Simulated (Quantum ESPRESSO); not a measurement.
Runs of Quantum ESPRESSO 7.5 on TaS2. The structure is trigonal, space group P-3m1 (No. 164). Conventional cell: a = 3.350 Å, b = 3.350 Å, c = 5.860 Å, α = 90.00°, β = 90.00°, γ = 120.00°. Around Ta (site symmetry -3m) lie 6 S at 2.43 Å. Around S (site symmetry 3m) lie 3 Ta at 2.43 Å. 

```tsv
level	form of the LDA correlation	gap on the mesh (eV)	pressure (GPa)	moment (μB)	largest force (eV/Å)
revPBE+U	-	(b)	20.4	1.00	1.33
RPBE+U	-	0.85	(d)	1.00	(c)
PBEsol+U	-	0.59	(a)	1.00	1.07
LDA+U	PW92	0.47	10.1	1.00	0.90
PBE+U	-	0.76	18.3	1.00	1.29
```

Alike in all rows: task single point; potentials or basis PseudoDojo 0.4.1 SR LDA stringent; spin collinear, ferromagnetic start; Ta d U = 6 eV; cell as given; k mesh 7 × 7 × 3; cutoff (eV) 1796; smearing gaussian 0.05 eV.

Problem. Estimate the missing entries.

Solution. (a) 13.2; (b) 0.83; (c) 1.35; (d) 21.2.

Caveats: spin-orbit coupling is left out, which moves the levels of the heavy elements; an odd mesh through Γ misses points on the zone boundary, where band edges often lie; the potentials were made for another functional, which shifts forces and pressure (some runs); this functional lacks dispersion, which binds the layers, so the pressure and a relaxed spacing across them are unreliable (some runs).

A k mesh can miss the band edges, and the runs leave out spin-orbit coupling on Ta.
